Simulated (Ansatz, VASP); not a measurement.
# Co (Co(0001)): VASP beside Ansatz, part 2 of 2

Aim: how closely do two programs agree when they are given the same cell, functional and k mesh? The cell is taken from a series of runs on this material, whose earlier steps may have relaxed, scaled, displaced or heated it; both programs get it as it stands. Other levels of theory on this material are compared in a session of their own.

VASP 6.6.1 and Ansatz 0.2.0.

So far: Set-up; Ansatz: single point, LDA.

### Step 3. VASP: single point, LDA

Level of this step: LDA, spin-polarised from a ferromagnetic start; plane waves and PAW (Co) (VASP).

The same cell, functional (in two slightly different forms), mesh and smearing now go to VASP, with its own data sets.

Lines of VASP's logs that name or quote its potential files are left out, and so is its time.

Contents of INCAR:

```
SYSTEM = Co
PREC = Accurate
ENCUT = 520
EDIFF = 1E-06
NELM = 200
ISMEAR = -1
SIGMA = 0.1
LREAL = .FALSE.
ALGO = Normal
GGA = PW92
NBANDS = 49
ISPIN = 2
MAGMOM = 1.74 1.67 1.62 1.63 1.62 1.67 1.74
LASPH = .TRUE.
LMAXMIX = 4
LORBIT = 11
LWAVE = .FALSE.
LCHARG = .FALSE.
ISIF = 2
LDIPOL = .TRUE.
IDIPOL = 3
DIPOL = 0.5 0.5 0.5
LVHAR = .TRUE.
GGA_COMPAT = .FALSE.
NELMDL = -8
KPAR = 2
```

Contents of POSCAR:

```
Co
1.0
    2.5100000000      0.0000000000      0.0000000000
    1.2550000000      2.1737237635      0.0000000000
    0.0000000000      0.0000000000     30.2136600000
Co
7
Direct
    0.0000000000      0.0000000000      0.2978785093
    0.6666666667      0.6666666667      0.3652523395
    0.0000000000      0.0000000000      0.4326261698
    0.6666666667      0.6666666667      0.5000000000
    0.0000000000      0.0000000000      0.5673738302
    0.6666666667      0.6666666667      0.6347476605
    0.0000000000      0.0000000000      0.7021214907
```

Contents of KPOINTS:

```
Automatic mesh
0
Gamma
19 19 1
0 0 0
```

PAW data sets: Co (LDA family, release 64).

Started as:

```
$ mpirun -np 2 vasp_std
```

Numbers of over 12 decimals in the logs are rounded to 6 here.

The log of the run:

```text
[banner, memory and clock lines left out]
running    2 mpi-ranks, on    1 nodes
 distrk:  each k-point on    1 cores,    2 groups
 distr:  one band on    1 cores,    1 groups

 POSCAR found type information on POSCAR Co
 POSCAR found :  1 types and       7 ions
|                                                                             |
|               ----> ADVICE to this user running VASP <----                  |
|                                                                             |
|     You enforced a specific xc type in the INCAR file but a different       |
|     [... a line on the potential file left out ...]
|     I HOPE YOU KNOW WHAT YOU ARE DOING!                                     |
|                                                                             |

 LDA part: xc-table for (Slater(with rela. corr.)+PW92), standard interpolation
 POSCAR, INCAR and KPOINTS ok, starting setup
 FFT: planning ... GRIDC
 FFT: planning ... GRID_SOFT
 FFT: planning ... GRID
 WAVECAR not read
 entering main loop
       N       E                     dE             d eps       ncg     rms          rms(c)
DAV:   1     0.487751007296E+03    0.48775E+03   -0.27294E+04  7856   0.143E+03
DAV:   2    -0.225634900630E+02   -0.51031E+03   -0.47771E+03  7848   0.316E+02
DAV:   3    -0.620063459605E+02   -0.39443E+02   -0.35990E+02  8432   0.127E+02
DAV:   4    -0.627718130957E+02   -0.76547E+00   -0.76317E+00  8780   0.197E+01
DAV:   5    -0.627944091146E+02   -0.22596E-01   -0.22595E-01 12119   0.220E+00
DAV:   6    -0.627946509823E+02   -0.24187E-03   -0.24186E-03 11687   0.251E-01
DAV:   7    -0.627946585795E+02   -0.75972E-05   -0.75973E-05 11840   0.410E-02
DAV:   8    -0.627946587707E+02   -0.19116E-06   -0.19086E-06  6718   0.711E-03    0.272E+01
DAV:   9    -0.791449898920E+02   -0.16350E+02   -0.11718E+02  8913   0.151E+02    0.539E+01
DAV:  10    -0.817451712450E+02   -0.26002E+01   -0.13155E+02  9528   0.140E+02    0.509E+01
DAV:  11    -0.556285293464E+02    0.26117E+02   -0.20195E+01  9898   0.695E+01    0.209E+01
DAV:  12    -0.658460424935E+02   -0.10218E+02   -0.31474E+01  9643   0.103E+02    0.468E+01
DAV:  13    -0.573873413783E+02    0.84587E+01   -0.56748E+01  9353   0.639E+01    0.235E+01
DAV:  14    -0.561771365867E+02    0.12102E+01   -0.11207E+01 10874   0.533E+01    0.214E+01
[...]
DAV:  34    -0.545666020639E+02   -0.36140E-04   -0.19667E-05  8668   0.577E-02    0.707E-02
DAV:  35    -0.545667129155E+02   -0.11085E-03   -0.22106E-05  8233   0.680E-02    0.624E-02
DAV:  36    -0.545668437243E+02   -0.13081E-03   -0.19697E-05  8487   0.609E-02    0.337E-02
DAV:  37    -0.545668487695E+02   -0.50452E-05   -0.17581E-05  7934   0.588E-02    0.222E-02
DAV:  38    -0.545668546219E+02   -0.58524E-05   -0.47194E-06  7544   0.220E-02    0.136E-02
DAV:  39    -0.545668581503E+02   -0.35285E-05   -0.12066E-06  5120   0.102E-02    0.123E-02
DAV:  40    -0.545668600772E+02   -0.19269E-05   -0.50205E-07  4958   0.856E-03    0.109E-02
DAV:  41    -0.545668609687E+02   -0.89149E-06   -0.23099E-07  4917   0.734E-03
   1 F= -.54566861E+02 E0= -.54436682E+02  d E =-.260358E+00  mag=    11.3647
```

OUTCAR, selected parts (step 3):

```text
ion  position               nearest neighbor table
   1  0.000  0.000  0.298-   2 2.50   2 2.50   2 2.50
   2  0.667  0.667  0.365-   1 2.50   1 2.50   1 2.50   3 2.50   3 2.50   3 2.50
   3  0.000  0.000  0.433-   4 2.50   4 2.50   4 2.50   2 2.50   2 2.50   2 2.50
   4  0.667  0.667  0.500-   3 2.50   5 2.50   3 2.50   5 2.50   3 2.50   5 2.50
   5  0.000  0.000  0.567-   4 2.50   4 2.50   4 2.50   6 2.50   6 2.50   6 2.50
   6  0.667  0.667  0.635-   7 2.50   7 2.50   7 2.50   5 2.50   5 2.50   5 2.50
   7  0.000  0.000  0.702-   6 2.50   6 2.50   6 2.50

  LATTYP: Found a hexagonal cell.
 ALAT       =     2.5100000000
 C/A-ratio  =    12.0373147410

 Subroutine GETGRP returns: Found 12 space group operations
 (whereof 12 operations were pure point group operations)

The static configuration has the point symmetry D_3h.

 Found     40 irreducible k-points:

   k-points           NKPTS =     40   k-points in BZ     NKDIM =     40   number of bands    NBANDS=     49

   dimension x,y,z NGX =    20 NGY =   20 NGZ =  240
   dimension x,y,z NGXF=    40 NGYF=   40 NGZF=  480

   ENCUT  =  520.0 eV  38.22 Ry    6.18 a.u.   4.67  4.67 56.18*2*pi/ulx,y,z

   NELECT =      63.0000    total number of electrons

 k-points in reciprocal lattice and weights: Automatic mesh
   0.00000000  0.00000000  0.00000000       0.003
   0.05263158  0.00000000  0.00000000       0.017
   0.10526316  0.00000000  0.00000000       0.017
   0.15789474  0.00000000  0.00000000       0.017
   0.21052632  0.00000000  0.00000000       0.017
   0.26315789 -0.00000000  0.00000000       0.017
   0.31578947  0.00000000  0.00000000       0.017
   0.36842105  0.00000000  0.00000000       0.017
   0.42105263  0.00000000  0.00000000       0.017
[...]
-0.36842105  0.26315789  0.00000000       0.017
  -0.36842105  0.31578947  0.00000000       0.017

 dipolmoment           0.000000      0.000000      0.000000 electrons x Angstroem

 average (electrostatic) potential at core
       1 -86.2795       2 -86.3863       3 -86.3394       4 -86.3422       5 -86.3394
       6 -86.3863       7 -86.2795

 E-fermi :   1.7974

 spin component 1
 k-point     1 :       0.0000    0.0000    0.0000
  band No.  band energies     occupation
    ...
     38       0.9825      0.99971
     39       0.9825      0.99971
     40       1.0475      0.99945
     41       1.0475      0.99945
     42       1.5174      0.94268
     43       1.9166      0.23288
     44       6.6945      0.00000
     45       6.8213      0.00000
     46       7.5657      0.00000
     47       8.4679      0.00000
    ...

 k-point     2 :       0.0526    0.0000    0.0000
  band No.  band energies     occupation
    ...
     37       0.8934      0.99988
     38       0.9101      0.99986
     39       0.9885      0.99969
     40       1.0577      0.99939
     41       1.2118      0.99715
     42       1.8925      0.27874
     43       2.3326      0.00471
     44       6.7769      0.00000
     45       6.9083      0.00000
     46       7.6449      0.00000
    ...

 k-point     3 :       0.1053    0.0000    0.0000
  band No.  band energies     occupation
    ...
     37       0.8940      0.99988
     38       1.0036      0.99964
     39       1.0840      0.99920
     40       1.0857      0.99919
     41       1.6655      0.78898
     42       2.5280      0.00067
     43       3.1041      0.00000
     44       7.0210      0.00000
     45       7.1693      0.00000
     46       7.8804      0.00000
    ...

 k-point     4 :       0.1579    0.0000    0.0000
  band No.  band energies     occupation
    ...
     36       0.8176      0.99994
     37       0.8944      0.99988
     38       1.0223      0.99957
     39       1.1172      0.99889
     40       1.3670      0.98666
     41       2.1927      0.01884
     42       3.2470      0.00000
     43       3.9989      0.00000
     44       7.4175      0.00000
     45       7.6038      0.00000
    ...

 k-point     5 :       0.2105    0.0000    0.0000
  band No.  band energies     occupation
    ...
     36       0.8983      0.99988
     37       0.9878      0.99970
     38       1.0412      0.99948
     39       1.1495      0.99847
     40       1.7141      0.69708
     41       2.7689      0.00006
     42       4.0241      0.00000
     43       4.9773      0.00000
     44       7.9466      0.00000
     45       8.2107      0.00000
    ...

 k-point     6 :       0.2632   -0.0000    0.0000
  band No.  band energies     occupation
    ...
     35       0.7419      0.99997
     36       0.9181      0.99985
     37       1.0625      0.99936
     38       1.1774      0.99797
     39       1.2077      0.99726
     40       2.1288      0.03508
     41       3.3981      0.00000
     42       4.8494      0.00000
     43       6.0266      0.00000
     44       8.5718      0.00000
    ...

  Total      -12.2635374    -12.2635374    -10.6096175     -0.0000000      0.0000000     -0.0000000
  in kB     -119.1914020   -119.1914020   -103.1166739     -0.0000000      0.0000000     -0.0000000
  external PRESSURE =    -113.8331593 kB  Pullay stress =       0.0000000 kB

  energy-cutoff  :      520.00
  volume of cell :      164.85
      direct lattice vectors                 reciprocal lattice vectors
     2.510000000  0.000000000  0.000000000     0.398406375 -0.230020028  0.000000000
     1.255000000  2.173723763  0.000000000     0.000000000  0.460040055  0.000000000
     0.000000000  0.000000000 30.213660000     0.000000000  0.000000000  0.033097612

 POSITION                                       TOTAL-FORCE (eV/Angst)
 -----------------------------------------------------------------------------------
      0.00000      0.00000      9.00000         0.000000     -0.000000      1.062998
      2.51000      1.44915     11.03561        -0.000000      0.000000     -0.334189
      0.00000      0.00000     13.07122         0.000000     -0.000000      0.086443
      2.51000      1.44915     15.10683         0.000000     -0.000000      0.000000
      0.00000      0.00000     17.14244         0.000000     -0.000000     -0.086443
      2.51000      1.44915     19.17805        -0.000000      0.000000      0.334189
      0.00000      0.00000     21.21366         0.000000     -0.000000     -1.062998
 -----------------------------------------------------------------------------------
    total drift:                                0.000000      0.000000      0.000000

  FREE ENERGIE OF THE ION-ELECTRON SYSTEM (eV)
  ---------------------------------------------------
  free  energy   TOTEN  =       -54.5668609687 eV

  energy  without entropy=      -54.3065028015  energy(sigma->0) =      -54.43668189

 vacuum level on the upper side and lower side of the slab         7.101         7.101

 total charge
# of ion       s       p       d       tot
------------------------------------------
    1        0.472   0.379   7.236   8.087
    2        0.476   0.494   7.264   8.234
    3        0.479   0.496   7.265   8.240
    4        0.479   0.496   7.263   8.238
    5        0.479   0.496   7.265   8.240
    6        0.476   0.494   7.264   8.234
    7        0.472   0.379   7.236   8.087
--------------------------------------------------
tot          3.332   3.234  50.793  57.359

 magnetization (x)
# of ion       s       p       d       tot
------------------------------------------
    1       -0.009  -0.028   1.741   1.704
    2       -0.014  -0.040   1.682   1.628
    3       -0.012  -0.040   1.634   1.581
    4       -0.013  -0.040   1.646   1.592
    5       -0.012  -0.040   1.634   1.581
    6       -0.014  -0.040   1.682   1.628
    7       -0.009  -0.028   1.741   1.704
--------------------------------------------------
tot         -0.082  -0.257  11.759  11.420

[... 6 further parts left out ...]
```

### Step 4. Differences

Known differences besides the potentials themselves: VASP starts from the moments at which Ansatz ended; the data sets hold 119 valence electrons in Ansatz (on norm-conserving files, of PseudoDojo where its log says so) and 63 in VASP; the cutoff is 1306.15 eV in Ansatz and 520 eV in VASP; VASP's log shows a relativistic correction to its local exchange, Ansatz's none; site moments are counted in spheres of each program's own size. Total energies have different zeros and are not compared.

Compared:

| quantity | Ansatz | VASP | difference |
| --- | --- | --- | --- |
| total moment (μB) | 11.35 | 11.36 | -0.02 |
| moment on Co1 (μB) | 1.74 | 1.70 | +0.03 |
| moment on Co7 (μB) | 1.74 | 1.70 | +0.03 |
| moment on Co6 (μB) | 1.67 | 1.63 | +0.04 |
| moment on Co2 (μB) | 1.67 | 1.63 | +0.04 |
| moment on Co4 (μB) | 1.63 | 1.59 | +0.04 |
| moment on Co3 (μB) | 1.62 | 1.58 | +0.04 |
| moment on Co5 (μB) | 1.62 | 1.58 | +0.04 |
| work function, lower of the two faces (eV) | 5.33 | 5.30 | +0.03 |
| work function, higher of the two faces (eV) | 5.33 | 5.30 | +0.03 |

With vacuum in the cell, a pressure given here is an average over mostly empty space and none of the material.

### Step 5. What came out

```
difference in work function, lower of the two faces (single point, LDA) : 0.027 eV
```

**Reading.** The difference in work function, lower of the two faces is 0.027 eV (single point, LDA). The data sets hold unlike numbers of valence electrons (119 in Ansatz and 63 in VASP), so part of the differences comes from the potentials. 3 further runs of this series are not shown here. Such differences can come from data sets, numerical settings and the points named under the comparisons, not from the functional's error against experiment.

[Lines on the potential files, build, host, timing and source positions are cut from VASP's logs without a mark.]

[Logs are printed without paths, hosts, clocks, repeated set-up lines and the standing remarks that a program may print on its own settings, such as how far it seeks lower states.]

[Hosts, paths, dates, database ids (printed as entryN), source tags and the programs' standing remarks are cut or masked in the printed files.]
